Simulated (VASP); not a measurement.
# Li in VASP: reference runs

How does Li come out in PBE? The cell is run as given.

Everything below comes from runs of VASP 6.6.1. Logs are shortened: lines on timing, memory, paths and dates and some standing lists are left out, and cuts for length are marked.

## (1) The sheet as given

The cell holds a sheet with vacuum, 1 atom: a = 3.092 Å, b = 3.092 Å, c = 23.800 Å, α = 90.00°, β = 90.00°, γ = 120.00°.

The cell was built by a generator and needn't be a form met in nature.

## (2) Single point, PBE

INCAR

```
PREC = Accurate ; ENCUT = 520
EDIFF = 1E-7 ; ISMEAR = -1
SIGMA = 0.05 ; LREAL = F
LASPH = T ; NELM = 60
ALGO = Normal ; ISIF = 2
LWAVE = F ; LCHARG = T
LDIPOL = T ; IDIPOL = 3
DIPOL = 0.5 0.5 0.294 ; GGA = PE
LELF = T ; LVHAR = T
LVACPOTAV = T ; NBANDS = 8
```

KPOINTS

```
Automatic mesh
0
Gamma
  10 10 1
```

POSCAR

```
Li
1.0
    3.0922500000      0.0000000000      0.0000000000
   -1.5461200000      2.6779600000      0.0000000000
    0.0000000000      0.0000000000     23.8000000000
Li
1
Direct
    0.0000000000      0.0000000000      0.2941200000
```

Potentials or basis: VASP PAW PBE potentials, release 64 (Li_sv).

The run is started by

```console
cat potpaw_PBE.64/Li_sv/POTCAR > POTCAR
mpirun -np 1 vasp_std > vasp.out
```

OUTCAR:

```text
PREC = Accurate
   ENCUT = 520
   EDIFF = 1E-7
   ISMEAR = -1
   LREAL = F
   LASPH = T
   NELM = 60
   ISIF = 2
   GGA = PE

 ion  position               nearest neighbor table
   1  0.000  0.000  0.294-

  LATTYP: Found a hexagonal cell.
 ALAT       =     3.0922500000
 C/A-ratio  =     7.6966610074

  Lattice vectors:

 A1 = (   3.0922500000,   0.0000000000,   0.0000000000)
 A2 = (  -1.5461200000,   2.6779600000,   0.0000000000)
 A3 = (   0.0000000000,   0.0000000000,  23.8000000000)

Analysis of symmetry for initial positions (statically):
=====================================================================
 Subroutine PRICEL returns:
 Original cell was already a primitive cell.

 Routine SETGRP: Setting up the symmetry group for a
 hexagonal supercell.

 Subroutine GETGRP returns: Found 24 space group operations
 (whereof 12 operations were pure point group operations)
 out of a pool of 24 trial point group operations.

The static configuration has the point symmetry C_6v.
 The point group associated with its full space group is D_6h.

Analysis of symmetry for dynamics (positions and initial velocities):
=====================================================================
 Subroutine PRICEL returns:
 Original cell was already a primitive cell.

 Routine SETGRP: Setting up the symmetry group for a
 hexagonal supercell.

 Subroutine GETGRP returns: Found 24 space group operations
 (whereof 12 operations were pure point group operations)
 out of a pool of 24 trial point group operations.

The dynamic configuration has the point symmetry C_6v.
 The point group associated with its full space group is D_6h.

 Subroutine INISYM returns: Found 24 space group operations
 (whereof 12 operations are pure point group operations),
 and found     1 'primitive' translations

----------------------------------------------------------------------------------------

                                     Primitive cell

  volume of cell :     197.0859

  direct lattice vectors                    reciprocal lattice vectors
     3.092250000  0.000000000  0.000000000     0.323389118  0.186708682  0.000000000
    -1.546120000  2.677960000  0.000000000     0.000000000  0.373418572  0.000000000
     0.000000000  0.000000000 23.800000000     0.000000000  0.000000000  0.042016807

  length of vectors
     3.092250000  3.092241390 23.800000000     0.373417533  0.373418572  0.042016807

  position of ions in fractional coordinates (direct lattice)
[... 72 lines left out ...]
   ISIF   =      2    stress and relaxation
   ISYM   =      2    0-nonsym 1-usesym 2-fastsym
   POTIM  = 0.5000    time-step for ionic-motion
   TEBEG  =    0.0;   TEEND  =   0.0 temperature during run
   PSTRESS=    0.0 pullay stress
   NELECT =       3.0000    total number of electrons
   NUPDOWN=      -1.0000    fix difference up-down
   EMIN   =  10.00;   EMAX   =-10.00  energy-range for DOS
   EFERMI =   0.00;   METHOD = LEGACY
   ISMEAR =    -1;   SIGMA  =   0.05  broadening in eV -4-tet -1-fermi 0-gaus
   EFERMI_NEDOS =   21; number of points for ismear=-14 and -15
   IALGO  =     38    algorithm
   IMIX   =      4    mixing-type and parameters
     AMIX     =   0.40;   BMIX     =  1.00
     AMIX_MAG =   1.60;   BMIX_MAG =  1.00
  volume/ion in A,a.u.               =     197.09      1330.00
  Fermi-wavevector in a.u.,A,eV,Ry     =   0.405723  0.766706  2.239675  0.164611
  Thomas-Fermi vector in A             =   1.358216
   LORBIT       =      0    0 simple, 1 ext, 2 COOP (PROOUT), +10 PAW based schemes
   GGA     = PE    functional components
   LHFCALC =     F    Hartree Fock is set to
   AEXX    =    0.0000 exact exchange contribution
   IVDW    =     0    specifies the selected vdW correction
   LEPSILON=     F    determine dielectric tensor
   LRPA    =     F    only Hartree local field effects (RPA)
 non-spin polarized calculation
  energy-cutoff  :      520.00
  volume of cell :      197.09
 maximum number of plane-waves:      5332
 NGX is ok and might be reduce to    24
   NGX = 11   NGY = 11   NGZ = 89

 dipolmoment           0.000000      0.000000     -0.000003 electrons x Angstroem

 number of electron       2.9999989 magnetization

 dipolmoment           0.000000      0.000000      0.000001 electrons x Angstroem

 Free energy of the ion-electron system (eV)
  ---------------------------------------------------
  ext. energy  EPLUGINS =         0.00000000
  ---------------------------------------------------
  free energy    TOTEN  =        -1.39678800 eV

  energy without entropy =       -1.38751402  energy(sigma->0) =       -1.39215101

 E-fermi :  -2.9055     XC(G=0):  -1.3916

 val. band max:       -2.9274250169   @ k =   0.3000   0.1000   0.0000
 cond. band min:      -2.5585435532   @ k =   0.4000  -0.0000   0.0000
 fundamental gap:      0.3688814636
 Fermi energy:        -2.9055174425

 k-point     1 :       0.0000    0.0000    0.0000
  band No.  band energies     occupation
      1     -50.0638      2.00000
      2      -4.8981      2.00000
      3      -2.4231      0.00013
      4       0.1044      0.00000
      5       0.5726      0.00000
      6       0.6902      0.00000
      7       1.5674      0.00000
      8       1.8274      0.00000
[... 133 lines left out ...]
 k-point    14 :       0.3000    0.3000    0.0000
  band No.  band energies     occupation
      1     -50.0524      2.00000
      2      -0.9469      0.00000
      3       0.5350      0.00000
      4       2.9715      0.00000
      5       3.4065      0.00000
      6       5.0008      0.00000
      7       5.7744      0.00000
      8       5.7872      0.00000

------------------------ aborting loop because EDIFF is reached ----------------------------------------

  FORCE on cell =-STRESS in cart. coord.  units (eV):
  Direction    XX          YY          ZZ          XY          YZ          ZX
  --------------------------------------------------------------------------------------
  -------------------------------------------------------------------------------------
  Total        0.0036971      0.0036970     -0.0154584      0.0000000     -0.0000000      0.0000000
  in kB        0.0300546      0.0300544     -0.1256664      0.0000001     -0.0000000      0.0000000
  external PRESSURE =      -0.0218525 kB  Pullay stress =       0.0000000 kB

 VOLUME and BASIS-vectors are now :
 -----------------------------------------------------------------------------
  energy-cutoff  :      520.00
  volume of cell :      197.09
      direct lattice vectors                 reciprocal lattice vectors
     3.092250000  0.000000000  0.000000000     0.323389118  0.186708682  0.000000000
    -1.546120000  2.677960000  0.000000000     0.000000000  0.373418572  0.000000000
     0.000000000  0.000000000 23.800000000     0.000000000  0.000000000  0.042016807

 POSITION                                       TOTAL-FORCE (eV/Angst)
 -----------------------------------------------------------------------------------
      0.00000      0.00000      7.00006        -0.000000     -0.000000     -0.000000
 -----------------------------------------------------------------------------------
    total drift:                                0.000000      0.000000      0.000007

  FREE ENERGIE OF THE ION-ELECTRON SYSTEM (eV)
  ---------------------------------------------------
  free  energy   TOTEN  =        -1.3967879977 eV

  energy  without entropy=       -1.3875140218  energy(sigma->0) =       -1.39215101

 vacuum level on the upper side and lower side of the slab         0.506         0.506
```

stdout:

```text
POSCAR found type information on POSCAR Li
 POSCAR found :  1 types and       1 ions
 scaLAPACK will be used
 LDA part: xc-table for (Slater+PW92), standard interpolation
 POSCAR, INCAR and KPOINTS ok, starting setup
 FFT: planning ... GRIDC
 FFT: planning ... GRID_SOFT
 FFT: planning ... GRID
 WAVECAR not read
 entering main loop
 -----------------------------------------------------------------------------
|                                                                             |
|           W    W    AA    RRRRR   N    N  II  N    N   GGGG   !!!           |
|           W    W   A  A   R    R  NN   N  II  NN   N  G    G  !!!           |
|           W    W  A    A  R    R  N N  N  II  N N  N  G       !!!           |
|           W WW W  AAAAAA  RRRRR   N  N N  II  N  N N  G  GGG   !            |
|           WW  WW  A    A  R   R   N   NN  II  N   NN  G    G                |
|           W    W  A    A  R    R  N    N  II  N    N   GGGG   !!!           |
|                                                                             |
|     Did not find any points to average over, which means that no vacuum     |
|     field-free region was found. Please increase the size of  your cell     |
|     in the dimension of the dipole correction to obtain accurate            |
|     workfunction values.                                                    |
|                                                                             |
 -----------------------------------------------------------------------------
```

Wall time 39 s (1 thread of AMD EPYC 7R13 (Zen 3), shared host); peak memory 0.26 GiB.

Results:

```yaml
Free_energy: -1.3968 eV
Band_gap_on_the_k_mesh: none (metal or under the smearing width)
Work_function_of_the_upper_face: 3.41 eV
Work_function_of_the_lower_face: 3.41 eV
```

Caveat: the cutoff is under 1.25 times the usual one of these potentials, so pressure, stress and relaxed cells hold a basis-set (Pulay) error.
